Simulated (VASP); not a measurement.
Computed with MS2 meta-GGA, VASP's PBE PAW potentials (set 64) (plane waves; VASP).

VASP input:

KPOINTS:
```
Regular mesh
0
Gamma
 6 6 6
0 0 0
```

### INCAR
```
# general
SYSTEM   =  CsCl
PREC     =  Accurate
ENCUT    =  520
LREAL    =  .False.
LASPH    =  .True.

# electronic loop
EDIFF    =  1E-6
NELM     =  100
ALGO     =  Normal
LMAXMIX  =  4
LMIXTAU  =  .True.

# smearing
ISMEAR   =  0
SIGMA    =  0.05

# functional
METAGGA  =  MS2

# ions
IBRION   =  2
NSW      =  60
ISIF     =  3
EDIFFG   =  -0.01

# output
LWAVE    =  .False.
LCHARG   =  .False.
```

File POSCAR:
```
CsCl
1.0
  4.1200000000   0.0000000000   0.0000000000
  0.0000000000   4.1200000000   0.0000000000
  0.0000000000   0.0000000000   4.1200000000
Cs Cl
1 1
Cartesian
  0.0000000000   0.0000000000   0.0000000000
  2.0600000000   2.0600000000   2.0600000000
```

POTCAR, in this order: Cs_sv Cl (PBE.64 set). Program: vasp_std.

What VASP printed:

File OUTCAR:
```
 ion  position               nearest neighbor table
   1  0.000  0.000  0.000-
   2  0.500  0.500  0.500-
  LATTYP: Found a simple cubic cell.
 ALAT       =     4.1200000000
 Subroutine PRICEL returns:
 Original cell was already a primitive cell.
 Subroutine GETGRP returns: Found 48 space group operations
The static configuration has the point symmetry O_h .
The dynamic configuration has the point symmetry O_h .
 Subroutine INISYM returns: Found 48 space group operations
 Subroutine IBZKPT returns following result:
 Found     20 irreducible k-points:

 Following reciprocal coordinates:
            Coordinates               Weight
  0.000000  0.000000  0.000000      1.000000
  0.166667  0.000000  0.000000      6.000000
  0.333333  0.000000  0.000000      6.000000
  0.500000  0.000000  0.000000      3.000000
  0.166667  0.166667  0.000000     12.000000
  0.333333  0.166667  0.000000     24.000000
  0.500000  0.166667  0.000000     12.000000
  0.333333  0.333333  0.000000     12.000000
  0.500000  0.333333  0.000000     12.000000
  0.500000  0.500000  0.000000      3.000000
  0.166667  0.166667  0.166667      8.000000
  0.333333  0.166667  0.166667     24.000000
  0.500000  0.166667  0.166667     12.000000
  0.333333  0.333333  0.166667     24.000000
  0.500000  0.333333  0.166667     24.000000
  0.500000  0.500000  0.166667      6.000000
  0.333333  0.333333  0.333333      8.000000
  0.500000  0.333333  0.333333     12.000000
  0.500000  0.500000  0.333333      6.000000
  0.500000  0.500000  0.500000      1.000000
   k-points           NKPTS =     20   k-points in BZ     NKDIM =     20   number of bands    NBANDS=     12
   number of dos      NEDOS =    301   number of ions     NIONS =      2
   total plane-waves  NPLWV =  32768
   dimension x,y,z NGX =    32 NGY =   32 NGZ =   32
   dimension x,y,z NGXF=    64 NGYF=   64 NGZF=   64
   ions per type =               1   1
   PREC   = accura    normal or accurate (medium, high low for compatibility)
   ISTART =      0    job   : 0-new  1-cont  2-samecut
   ICHARG =      2    charge: 1-file 2-atom 10-const
   ISPIN  =      1    spin polarized calculation?
   LNONCOLLINEAR =      F non collinear calculations
   LSORBIT =      F    spin-orbit coupling
   INIWAV =      1    electr: 0-lowe 1-rand  2-diag
   ENCUT  =  520.0 eV  38.22 Ry    6.18 a.u.   7.66  7.66  7.66*2*pi/ulx,y,z
   NELM   =    100;   NELMIN=  2; NELMDL= -5     # of ELM steps
   EDIFF  = 0.1E-05   stopping-criterion for ELM
   LREAL  =      F    real-space projection
   NLSPLINE    = F    spline interpolate recip. space projectors
   LMAXMIX     =    4 max onsite mixed and CHGCAR
   VOSKOWN=      0    Vosko Wilk Nusair interpolation
   EDIFFG = -.1E-01   stopping-criterion for IOM
   NSW    =     60    number of steps for IOM
   NBLOCK =      1;   KBLOCK =     60    inner block; outer block
   IBRION =      2    ionic relax: 0-MD 1-quasi-New 2-CG
   NFREE  =      1    steps in history (QN), initial steepest desc. (CG)
   ISIF   =      3    stress and relaxation
   ISYM   =      2    0-nonsym 1-usesym 2-fastsym
   TEIN   =    0.0    initial temperature
   TEBEG  =    0.0;   TEEND  =   0.0 temperature during run
   SMASS  =  -3.00    Nose mass-parameter (am)
   PSTRESS=    0.0 pullay stress
   NELECT =      16.0000    total number of electrons
   EFERMI =   0.00;   METHOD = LEGACY
   ISMEAR =     0;   SIGMA  =   0.05  broadening in eV -4-tet -1-fermi 0-gaus
   IALGO  =     38    algorithm
   LDIAG  =      T    sub-space diagonalisation (order eigenvalues)
   IMIX   =      4    mixing-type and parameters
     AMIX     =   0.40;   BMIX     =  1.00
     AMIX_MAG =   1.60;   BMIX_MAG =  1.00
...
```

File OSZICAR:
```
       N       E                     dE             d eps       ncg     rms          rms(c)
DAV:   1     0.863299896406E+02    0.86330E+02   -0.66916E+03   480   0.110E+03
DAV:   2    -0.710756952899E+01   -0.93438E+02   -0.85731E+02   724   0.188E+02
DAV:   3    -0.134285525634E+02   -0.63210E+01   -0.62963E+01   588   0.559E+01
DAV:   4    -0.134816656419E+02   -0.53113E-01   -0.53087E-01   580   0.598E+00
DAV:   5    -0.134822511612E+02   -0.58552E-03   -0.58549E-03   600   0.634E-01    0.358E+00
DAV:   6    -0.577803674572E+01    0.77042E+01   -0.36945E+00   480   0.230E+01    0.202E+00
DAV:   7    -0.610627305253E+01   -0.32824E+00   -0.14933E+00   480   0.146E+01    0.154E+00
DAV:   8    -0.716001658219E+01   -0.10537E+01   -0.58202E-01   480   0.672E+00    0.117E+00
DAV:   9    -0.656208220656E+01    0.59793E+00   -0.73709E-01   488   0.984E+00    0.616E-01
DAV:  10    -0.629692497738E+01    0.26516E+00   -0.71797E-01   480   0.989E+00    0.215E-01
DAV:  11    -0.631759302786E+01   -0.20668E-01   -0.93823E-02   480   0.341E+00    0.342E-01
DAV:  12    -0.629893205291E+01    0.18661E-01   -0.20218E-03   564   0.520E-01    0.242E-01
DAV:  13    -0.631978506131E+01   -0.20853E-01   -0.11398E-01   488   0.347E+00    0.267E-01
DAV:  14    -0.633955690936E+01   -0.19772E-01   -0.11321E-02   488   0.123E+00    0.141E-01
DAV:  15    -0.633964103638E+01   -0.84127E-04   -0.98501E-05   592   0.917E-02    0.125E-01
DAV:  16    -0.633952104092E+01    0.12000E-03   -0.10464E-05   528   0.252E-02    0.111E-01
DAV:  17    -0.634136442250E+01   -0.18434E-02   -0.66145E-04   496   0.290E-01    0.475E-02
DAV:  18    -0.634188440872E+01   -0.51999E-03   -0.17817E-04   504   0.159E-01    0.315E-02
DAV:  19    -0.634201055999E+01   -0.12615E-03   -0.63208E-05   516   0.895E-02    0.172E-02
DAV:  20    -0.634201502552E+01   -0.44655E-05   -0.21632E-05   512   0.522E-02    0.461E-03
DAV:  21    -0.634201837270E+01   -0.33472E-05   -0.74218E-06   496   0.361E-02    0.420E-03
DAV:  22    -0.634201970933E+01   -0.13366E-05   -0.83221E-07   408   0.113E-02    0.258E-03
DAV:  23    -0.634201973240E+01   -0.23070E-07   -0.15492E-07   284   0.360E-03
   1 F= -.63420197E+01 E0= -.63420197E+01  d E =-.634202E+01
       N       E                     dE             d eps       ncg     rms          rms(c)
DAV:   1    -0.634707529443E+01   -0.50556E-02   -0.23270E-01   484   0.344E+00    0.565E-01
DAV:   2    -0.634368664238E+01    0.33887E-02   -0.19083E-02   480   0.114E+00    0.196E-01
DAV:   3    -0.634248178211E+01    0.12049E-02   -0.57736E-03   480   0.711E-01    0.113E-01
DAV:   4    -0.634034779496E+01    0.21340E-02   -0.54910E-03   480   0.917E-01    0.558E-02
DAV:   5    -0.634265812478E+01   -0.23103E-02   -0.43746E-03   480   0.817E-01    0.226E-02
DAV:   6    -0.634304712974E+01   -0.38900E-03   -0.12393E-04   488   0.125E-01    0.127E-02
DAV:   7    -0.634314629404E+01   -0.99164E-04   -0.97434E-05   484   0.112E-01    0.734E-03
DAV:   8    -0.634315062820E+01   -0.43342E-05   -0.43571E-06   520   0.299E-02    0.222E-03
DAV:   9    -0.634315135466E+01   -0.72646E-06   -0.57977E-08   296   0.286E-03
   2 F= -.63431514E+01 E0= -.63431514E+01  d E =-.113162E-02
       N       E                     dE             d eps       ncg     rms          rms(c)
DAV:   1    -0.634582461058E+01   -0.26740E-02   -0.14546E-01   484   0.272E+00    0.446E-01
DAV:   2    -0.634374875020E+01    0.20759E-02   -0.12001E-02   480   0.905E-01    0.155E-01
DAV:   3    -0.634295850282E+01    0.79025E-03   -0.36233E-03   480   0.565E-01    0.894E-02
DAV:   4    -0.634176945247E+01    0.11891E-02   -0.34334E-03   480   0.720E-01    0.445E-02
DAV:   5    -0.634306053031E+01   -0.12911E-02   -0.27555E-03   480   0.644E-01    0.180E-02
DAV:   6    -0.634333461193E+01   -0.27408E-03   -0.91579E-05   480   0.107E-01    0.997E-03
DAV:   7    -0.634339764884E+01   -0.63037E-04   -0.65280E-05   484   0.921E-02    0.553E-03
DAV:   8    -0.634339975445E+01   -0.21056E-05   -0.26765E-06   520   0.230E-02    0.184E-03
DAV:   9    -0.634339986107E+01   -0.10662E-06   -0.24691E-08   276   0.157E-03
   3 F= -.63433999E+01 E0= -.63433999E+01  d E =-.138013E-02
```

File OUTCAR:
```
------------------------ aborting loop because EDIFF is reached ----------------------------------------
  FORCE on cell =-STRESS in cart. coord.  units (eV):
  Direction    XX          YY          ZZ          XY          YZ          ZX
  --------------------------------------------------------------------------------------
  Total       -0.0036579     -0.0036579     -0.0036579     -0.0000000     -0.0000000      0.0000000
  in kB       -0.0822071     -0.0822071     -0.0822071     -0.0000000     -0.0000000      0.0000000
  external PRESSURE =      -0.0822071 kB  Pullay stress =       0.0000000 kB
  volume of cell :       71.29
      direct lattice vectors                 reciprocal lattice vectors
     4.146464209 -0.000000000  0.000000000     0.241169331 -0.000000000 -0.000000000
     0.000000000  4.146464209  0.000000000     0.000000000  0.241169331 -0.000000000
     0.000000000  0.000000000  4.146464209    -0.000000000 -0.000000000  0.241169331
 POSITION                                       TOTAL-FORCE (eV/Angst)
 -----------------------------------------------------------------------------------
      0.00000      0.00000      0.00000        -0.000000      0.000000      0.000000
      2.07323      2.07323      2.07323         0.000000      0.000000      0.000000
 -----------------------------------------------------------------------------------
    total drift:                                0.000000      0.000000     -0.000000
  FREE ENERGIE OF THE ION-ELECTRON SYSTEM (eV)
  ---------------------------------------------------
  free  energy   TOTEN  =        -6.3433998611 eV

  energy  without entropy=       -6.3433998611  energy(sigma->0) =       -6.34339986

 reached required accuracy - stopping structural energy minimisation
```
(Selected blocks of OUTCAR.)

CONTCAR:
```
CsCl
   1.00000000000000
     4.1464642085637440   -0.0000000000000000    0.0000000000000000
     0.0000000000000000    4.1464642085637440    0.0000000000000000
     0.0000000000000000    0.0000000000000000    4.1464642085637440
  Cs              Cl
     1     1
Direct
     0.0000000000000000    0.0000000000000000    0.0000000000000000
     0.5000000000000000    0.5000000000000000    0.5000000000000000
```

The compound is CsCl in the CsCl type structure. This run relaxes it. Symmetry was kept, so distortions that lower it aren't found.
